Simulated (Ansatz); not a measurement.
H2O on a (101) slab of TiO$_{2}$ (I4_1/amd (No. 141)), 8 planes, outer planes O (top) and O (bottom), 1 a cell of 39.0 Å², relaxed and still whole (its atoms last):

```
CELL_PARAMETERS angstrom
7.57474 0.00000 0.00000
-1.89369 5.14665 0.00000
0.00000 0.00000 25.22436
ATOMIC_POSITIONS crystal
O 0.15766 0.63063 0.31715
O 0.65766 0.63063 0.31715
Ti 0.06769 0.27077 0.34621
Ti 0.56769 0.27077 0.34621
O 0.29958 0.19832 0.35206
O 0.79958 0.19832 0.35206
O 0.47773 0.91090 0.37526
O 0.97773 0.91090 0.37526
Ti 0.20961 0.83846 0.38111
Ti 0.70961 0.83846 0.38111
O 0.11965 0.47860 0.41017
O 0.61965 0.47860 0.41017
O 0.22229 0.90016 0.45935
O 0.72728 0.89942 0.45736
Ti 0.13423 0.53343 0.49011
Ti 0.62941 0.52562 0.49083
O 0.36186 0.44985 0.48958
O 0.86429 0.45485 0.49264
O 0.54694 0.17815 0.52580
O 0.04103 0.17482 0.52643
Ti 0.26732 0.07307 0.52362
Ti 0.76900 0.07170 0.51829
O 0.19575 0.74652 0.55193
O 0.67889 0.75003 0.55044
O 0.33087 0.32480 0.59891
H 0.26062 0.44464 0.59550
H 0.46202 0.44117 0.59652
```

The calculation used DFT PBE+D3(BJ), scalar-relativistic, plane waves, PAW in Ansatz 0.2.0. Plane waves to 420 eV, a k mesh through Γ of 2×3×1 on the computed 27-atom cell and Gaussian smearing (0.05 eV); no spin polarisation. A dipole correction removes the field between periodic images along c.

It binds with 0.97 eV a molecule against the clean slab and the free molecule (no zero-point or thermal terms); its shortest contact is H–O 2.18 Å. Take first-order desorption with no barrier to adsorption, no reaction on the face and an assumed prefactor of 10^13 s⁻¹.

(1) How long does a molecule stay at 573 K?

(2) Where does its peak lie in a desorption experiment heated at 2 K/s?

(3) Is this physisorption or chemisorption?

The molecule may also break up before it leaves, which wasn't tried.

## Answers

(1) τ = ν⁻¹·exp(E/k_BT) with k_BT = 0.0494 eV: E/k_BT = 19.6, so τ ≈ 3×10^-5 s. At about one hit a site a second (10⁻⁶ mbar) the coverage is near τ × 1 s⁻¹, so a layer needs roughly 3×10^-2 mbar.

(2) The peak obeys E/(k_B·T_p²) = (ν/β)·exp(−E/k_BT_p). Solving gives T_p ≈ 356 K (E/k_BT_p = 31.7). An error of 0.1 eV in E moves it by about 37 K, and larger molecules have larger prefactors, which lowers it.

(3) The tightest contact, O–Ti 2.30 Å, is 1.02 times the sum of covalent radii, and deformation and lateral interaction add up to +0.15 eV. This is chemisorption.